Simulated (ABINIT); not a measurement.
**Quasiparticle gap of BaTe (Fm-3m) in ABINIT**

Wanted: ground state, empty states, screening and self-energy for BaTe (Fm-3m).

Calculated with ABINIT 10.8.3; PBE and many-body steps on it, plane waves.

The database entry behind the starting cell differs from later determinations by our own check (about 0.2 % short), so it need not match the best structure at ambient conditions.

### Step 1. The structure

Symmetry: Fm-3m, No. 225, cubic system. The conventional cell has a = 6.986 Å, b = 6.986 Å, c = 6.986 Å, α = 90.00°, β = 90.00°, γ = 90.00°. Ba has 6 Te at 3.49 Å nearest. Te has 6 Ba at 3.49 Å nearest. Farther neighbours and most contacts between anions are not listed.

The cell and positions come from the Crystallography Open Database and are kept as given unless a step says otherwise. Spin-orbit coupling is left out unless a step names it.

### Step 2. Ground state

This step: ABINIT 10.8.3; DFT, PBE, plane waves, norm-conserving pseudopotentials.

The ground-state density comes first.

Contents of run.abi:

```
acell 3*1.0 Angstrom
rprim 
  -0.000000000000 3.493000000000 3.493000000000
  3.493000000000 -0.000000000000 3.493000000000
  3.493000000000 3.493000000000 -0.000000000000
ntypat 2
znucl 56 52
natom 2
typat 1 2
xred 
  0.000000000000 0.000000000000 0.000000000000
  0.500000000000 0.500000000000 0.500000000000
pp_dirpath "pseudos"
pseudos "Ba.upf, Te.upf"
ecut 39
ngkpt 6 6 6
nshiftk 1
shiftk 0 0 0
kptopt 1
chksymbreak 0
nband 22
occopt 1
tolvrs 1e-10
nstep 60
prtwf 0
optforces 0
optstress 0
indata_prefix "in"
outdata_prefix "out"
tmpdata_prefix "tmp"
```

The run is started by

```
> OMP_NUM_THREADS=1 mpirun -n 4 abinit run.abi > log
```

Numbers of over 12 decimals in the logs are rounded to 6 here.

What it wrote:

```text
.Version 10.8.3 of ABINIT. v10.8.2 released Aug 2026.

 Symmetries : space group Fm -3 m (#225); Bravais cF (face-center cubic)
================================================================================
 Values of the parameters that define the memory need of the present run
     intxc =       0    ionmov =       0      iscf =       7    lmnmax =       8
     lnmax =       8     mgfft =      54  mpssoang =       4    mqgrid =    3001
     natom =       2  nloc_mem =       1    nspden =       1   nspinor =       1
    nsppol =       1      nsym =      48    n1xccc =    2501    ntypat =       2
    occopt =       1   xclevel =       2
-    mband =          22        mffmem =           1         mkmem =           4
       mpw =        6724          nfft =      157464          nkpt =          16
================================================================================
  Rough estimation (10% accuracy) of disk space for files :
================================================================================

--------------------------------------------------------------------------------
------------- Echo of variables that govern the present computation ------------
--------------------------------------------------------------------------------
 -outvars: echo values of preprocessed input variables --------
            acell      1.8897261259E+00  1.8897261259E+00  1.8897261259E+00 Bohr

      chksymbreak           0
             ecut      3.90000000E+01 Hartree
-          fftalg         312

              ixc     -101130
              kpt      0.00000000E+00  0.00000000E+00  0.00000000E+00
                       1.66666667E-01  0.00000000E+00  0.00000000E+00
                       3.33333333E-01  0.00000000E+00  0.00000000E+00
                       5.00000000E-01  0.00000000E+00  0.00000000E+00
                       1.66666667E-01  1.66666667E-01  0.00000000E+00
                       3.33333333E-01  1.66666667E-01  0.00000000E+00
                       5.00000000E-01  1.66666667E-01  0.00000000E+00
                      -3.33333333E-01  1.66666667E-01  0.00000000E+00
                      -1.66666667E-01  1.66666667E-01  0.00000000E+00
   [... 5 further rows ...]
                      -3.33333333E-01  3.33333333E-01  1.66666667E-01
                      -3.33333333E-01  5.00000000E-01  1.66666667E-01
         kptrlatt        6    0    0      0    6    0      0    0    6
          kptrlen      5.60097586E+01
P           mkmem           4
            natom           2
            nband          22
            ngfft          54      54      54
             nkpt          16
            nstep          60
             nsym          48
           ntypat           2
              occ      2.000000  2.000000  2.000000  2.000000  2.000000  2.000000
                       2.000000  2.000000  2.000000  2.000000  2.000000  2.000000
                       2.000000  2.000000  2.000000  2.000000  2.000000  0.000000
                       0.000000  0.000000  0.000000  0.000000
        optforces           0
        optstress           0
            prtwf           0
            rprim     -0.0000000000E+00  3.4930000000E+00  3.4930000000E+00
[...]
spgroup         225

           tolvrs      1.00000000E-10

             xred      0.0000000000E+00  0.0000000000E+00  0.0000000000E+00
[...]
znucl       56.00000   52.00000

================================================================================

 chkinp: Checking input parameters for consistency.

================================================================================
== DATASET  1 ==================================================================
-   mpi_nproc: 4, omp_nthreads: 1 (-1 if OMP is not activated)

--- !DatasetInfo
iteration_state: {dtset: 1, }
dimensions: {natom: 2, nkpt: 16, mband: 22, nsppol: 1, nspinor: 1, nspden: 1, mpw: 6724, }
cutoff_energies: {ecut:  39.0, pawecutdg:  -1.0, }
electrons: {nelect:   3.40000000E+01, charge:   0.00000000E+00, occopt:   1.00000000E+00, tsmear:   1.00000000E-02, }

 Real(R)+Recip(G) space primitive vectors, cartesian coordinates (Bohr,Bohr^-1):
 R(1)=  0.0000000  6.6008134  6.6008134  G(1)= -0.0757482  0.0757482  0.0757482
 R(2)=  6.6008134  0.0000000  6.6008134  G(2)=  0.0757482 -0.0757482  0.0757482
 R(3)=  6.6008134  6.6008134  0.0000000  G(3)=  0.0757482  0.0757482 -0.0757482
 Unit cell volume ucvol=  5.7520461E+02 bohr^3
 Angles (23,13,12)=  6.00000000E+01  6.00000000E+01  6.00000000E+01 degrees

 getcut: wavevector=  0.0000  0.0000  0.0000  ngfft=  54  54  54
         ecut(hartree)=     39.000   => boxcut(ratio)=   2.05841

--- Pseudopotential description ------------------------------------------------
- Ba Generated using ONCVPSP code by D. R. Hamann
- 56.00000  10.00000  220125                  znucl, zion, pspdat
12 -101130 3 -1 1950                          pspcod,pspxc,lmax,lloc,mmax
     nproj     2     2     2     2
  pspatm : epsatm=   23.17068361
         --- l  ekb(1:nproj) -->
[...]
pspatm: atomic psp has been read  and splines computed

- Te Generated using ONCVPSP code by D. R. Hamann
- 52.00000  24.00000  220131                  znucl, zion, pspdat
12 -101130 3 -1 1294                          pspcod,pspxc,lmax,lloc,mmax
     nproj     2     2     2     2
  pspatm : epsatm=   28.89495404
         --- l  ekb(1:nproj) -->
[...]
3  -10.500497   -3.450012
 pspatm: atomic psp has been read  and splines computed

   1.77023168E+03                                ecore*ucvol(ha*bohr**3)
--------------------------------------------------------------------------------

_setup2: Arith. and geom. avg. npw (full set) are    6693.847    6693.832

================================================================================

--- !BeginCycle
iteration_state: {dtset: 1, }
solver: {iscf: 7, nstep: 60, nline: 4, wfoptalg: 0, }
tolerances: {tolvrs: 1.00E-10, }

     iter   Etot(hartree)      deltaE(h)  residm     vres2
 ETOT  1  -307.84481042060    -3.078E+02 9.449E-01 1.432E+01
 ETOT  2  -308.61477714820    -7.700E-01 2.749E-02 2.562E+01
 ETOT  3  -308.61748763994    -2.710E-03 1.564E-03 7.520E+00
 ETOT  4  -308.61803679229    -5.492E-04 6.771E-04 9.452E-01
 ETOT  5  -308.61811594324    -7.915E-05 3.969E-04 1.228E-02
 ETOT  6  -308.61811803432    -2.091E-06 1.914E-04 2.066E-03
 ETOT  7  -308.61811831598    -2.817E-07 1.634E-04 1.728E-04
 ETOT  8  -308.61811835318    -3.720E-08 7.410E-05 9.343E-06
 ETOT  9  -308.61811835598    -2.809E-09 5.912E-05 4.634E-06
 ETOT 10  -308.61811835659    -6.025E-10 2.636E-05 2.429E-08
 ETOT 11  -308.61811835662    -3.428E-11 2.069E-05 2.831E-08
 ETOT 12  -308.61811835658     4.314E-11 9.231E-06 6.297E-11

 At SCF step   12       vres2   =  6.30E-11 < tolvrs=  1.00E-10 =>converged.

--- !ResultsGS
iteration_state: {dtset: 1, }
comment   : Summary of ground state results
lattice_vectors:
- [ -0.0000000,   6.6008134,   6.6008134, ]
- [  6.6008134,  -0.0000000,   6.6008134, ]
- [  6.6008134,   6.6008134,  -0.0000000, ]
lattice_lengths: [   9.33496,    9.33496,    9.33496, ]
lattice_angles: [ 60.000,  60.000,  60.000, ] # degrees, (23, 13, 12)
lattice_volume:   5.7520461E+02
convergence: {deltae:  4.314E-11, res2:  6.297E-11, residm:  9.231E-06, diffor:  0.000E+00, }
etotal    :  -3.08618118E+02
entropy   :   0.00000000E+00
fermie    :   1.69849852E-01
cartesian_stress_tensor: null
pressure_GPa: null
xred      :
- [  0.0000E+00,   0.0000E+00,   0.0000E+00, Ba]
- [  5.0000E-01,   5.0000E-01,   5.0000E-01, Te]
cartesian_forces: null
force_length_stats: {min: null, max: null, mean: null, }

 Integrated electronic density in atomic spheres:
 ------------------------------------------------
 Atom  Sphere_radius  Integrated_density
    1        2.00000          5.25104617
    2        2.00000         19.96853562
================================================================================

 ----iterations are completed or convergence reached----

 Mean square residual over all n,k,spin=   34.912E-09; max=  92.309E-07
 reduced coordinates (array xred) for    2 atoms
       0.000000000000      0.000000000000      0.000000000000
       0.500000000000      0.500000000000      0.500000000000
 rms dE/dt=  0.0000E+00; max dE/dt=  0.0000E+00; dE/dt below (all hartree)
    1       0.000000000000      0.000000000000      0.000000000000
    2       0.000000000000      0.000000000000      0.000000000000

 cartesian coordinates (angstrom) at end:
    1      0.000000     0.000000     0.000000
    2      3.493000     3.493000     3.493000
 length scales=  1.889726125908  1.889726125908  1.889726125908 bohr
              =  1.000000000000  1.000000000000  1.000000000000 angstroms
 prteigrs : about to open file out_EIG
 Fermi (or HOMO) energy (hartree) =   0.16985   Average Vxc (hartree)=  -0.31719
 Eigenvalues (hartree) for nkpt=  16  k points:
 kpt#   1, nband= 22, wtk=  0.00463, kpt=  0.0000  0.0000  0.0000 (reduced coord)
  -5.62448   -3.78730   -3.78730   -3.78730   -1.11267   -1.11267   -1.11224   -1.11224
  -1.11224   -0.81922   -0.27329   -0.27329   -0.27329   -0.17934    0.16985    0.16985
   0.16985    0.28020    0.28053    0.28053    0.28053    0.30347
 prteigrs : prtvol=0 or 1, do not print more k-points.

--- !EnergyTerms
iteration_state     : {dtset: 1, }
comment             : Components of total free energy in Hartree
kinetic             :  1.01179625872489E+02
hartree             :  1.18271794907316E+02
xc                  : -4.27791067134404E+01
Ewald energy        : -1.37196673745874E+02
psp_core            :  3.07756868379625E+00
local_psp           : -3.40784601475019E+02
non_local_psp       : -1.03867258858461E+01
total_energy        : -3.08618118356578E+02
total_energy_eV     : -8.39792682110873E+03
band_energy         : -4.79304818317396E+01

== END DATASET(S) ==============================================================
================================================================================

 -outvars: echo values of variables after computation  --------
           etotal     -3.0861811836E+02
            nband          22
             nkpt          16
          spgroup         225
 [... the other variables as echoed above ...]

 Calculation completed.
```

Elapsed: 37 s, on 4 MPI ranks of Arm Neoverse V1, shared host; peak memory 0.41 GiB; 2.5 min of CPU time.

Numbers from this step:

```yaml
total_energy: -8397.9268 eV
gap: 1.593 eV
k_of_the_valence_top: 0, 0, 0
k_of_the_conduction_bottom: 0.5, 0.5, 0
least_direct_gap: 1.946 eV
```

The gap is indirect, with the least direct gap 0.35 eV higher.

(Part 1 of 3 ends here.)

[Paths, hosts, dates, memory and timing lines, banners, echoed tables and standing remarks are left out of the program output.]

[Logs are printed without paths, hosts, clocks, repeated set-up lines and the standing remarks that a program may print on its own settings, such as how far it seeks lower states.]

[Runs of the session that timed out or met a known fault of the program may be left out.]

[Hosts, paths, dates, database ids (printed as entryN), source tags and the programs' standing remarks are cut or masked in the printed files.]

[G0W0 gaps are taken among the corrected bands and points alone; a level outside them can change the order at an edge.]

[Where Ansatz stands beside ABINIT at settings called matched, ABINIT's density can come from a denser mesh and the files from another edition; pairs whose starting gaps differed by over 0.03 eV were left out, so agreement reads better than it is.]
